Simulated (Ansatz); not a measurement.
**BeO: pressure series**

The parent structure is BeO in the wurtzite structure (space group P6_3mc, No. 186).

```
BeO
1.0
    2.69025     0.00000     0.00000
   -1.34512     2.32982     0.00000
    0.00000     0.00000     4.36941
Be O
2 2
Direct
  0.66667   0.33333   0.00145
  0.33333   0.66667   0.50145
  0.66667   0.33333   0.62375
  0.33333   0.66667   0.12375
```

Cell and atoms are relaxed at each pressure.

All numbers come from r2SCAN in Ansatz (plane waves to 500 eV, PAW, scalar-relativistic without spin-orbit coupling), earlier PAW set.

Notes on the quantities. enthalpy: H = E + PV relative to the base's energy.

```csv
variant,band gap,enthalpy,shortest interatomic distance
base,8.55 eV,–,1.643 Å
pressure −2 GPa,(withheld),-0.09 eV/atom,1.647 Å
pressure −1 GPa,8.50 eV,-0.04 eV/atom,1.645 Å
pressure 0.3 GPa,8.57 eV,+0.01 eV/atom,1.642 Å
pressure 0.7 GPa,8.59 eV,+0.03 eV/atom,1.641 Å
pressure 1.5 GPa,8.63 eV,+0.06 eV/atom,1.639 Å
pressure 3 GPa,8.70 eV,+0.13 eV/atom,(withheld)
pressure 5 GPa,8.79 eV,+0.21 eV/atom,1.631 Å
pressure 7.5 GPa,8.90 eV,+0.32 eV/atom,1.626 Å
pressure 10 GPa,9.02 eV,+0.42 eV/atom,1.620 Å
```

### Question
Some entries are withheld; estimate them.

### Answer

- pressure −2 GPa, band gap: 8.45 eV
- pressure 3 GPa, shortest interatomic distance: 1.635 Å

Load acts through the strain it causes; cell and atoms are relaxed under it. Whether these cells are dynamically stable was not tested. No other phases were tried under pressure.

Ansatz is a quantum-chemistry and plane-wave program.
